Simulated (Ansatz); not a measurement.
## TiSi2 under changes of volume

One of the cells (14.162 Å³/atom); the others are scaled copies at fixed shape and fractional positions:

```
Ti Si
1.0
    -1.47287    1.71213    4.21208
     1.47287   -1.71213    4.21208
     1.47287    1.71213   -4.21208
Ti Si
1 2
Direct
  0.00000 0.00000 0.00000
  0.67008 0.67008 0.00000
  0.32992 0.32992 0.00000
```

The cell comes from a database or a generator and needn't be the stable form of this composition.

| Property | Result |
| --- | --- |
| Program | Ansatz 0.2.0 |
| Functional | LDA |
| Potentials or basis | Ansatz PAW |
| Cutoff | 420 eV (not typed: the program's choice for these potentials) |
| k mesh | 12 × 12 × 12 |
| Occupations | fermi-dirac, width 0.05 eV |
| Spin | no spin polarisation |

| volume (Å³/atom) | energy over the lowest point (meV/atom) | pressure (GPa) | largest force (eV/Å) |
| --- | --- | --- | --- |
| 13.313 | ? | ? | ? |
| 13.596 | 0.00 | -1.0 | 0.085 |
| 13.879 | 4.41 | -3.9 | 0.100 |
| 14.162 | 13.80 | -6.6 | 0.115 |
| 14.446 | 27.64 | -9.0 | 0.129 |
| 14.729 | 45.46 | -11.1 | 0.143 |
| 15.012 | 66.85 | -13.0 | 0.156 |

Q: What does the run at 13.313 Å³/atom give?

A: Energy over the lowest point 1.15 meV/atom; pressure 2.4 GPa; largest force 0.070 eV/Å.

Worked out: A Birch-Murnaghan fit of order 3 (a polynomial in V^(-2/3)) to the other rows has its minimum at 13.51 Å³/atom, just outside them, with B0 = V·E''(V) = 154 GPa and B' = 4.2 at fixed shape and positions, which overstates the stiffness. It gives 1.08 meV/atom at 13.313 Å³/atom, against the run's 1.15, and -dE/dV = 2.3 GPa, against 2.4.

Energies are extrapolated to zero smearing.

Caveats: the PAW data sets come from PBE, with cores solved anew for the run's functional, which leaves a small shift of forces and pressure.
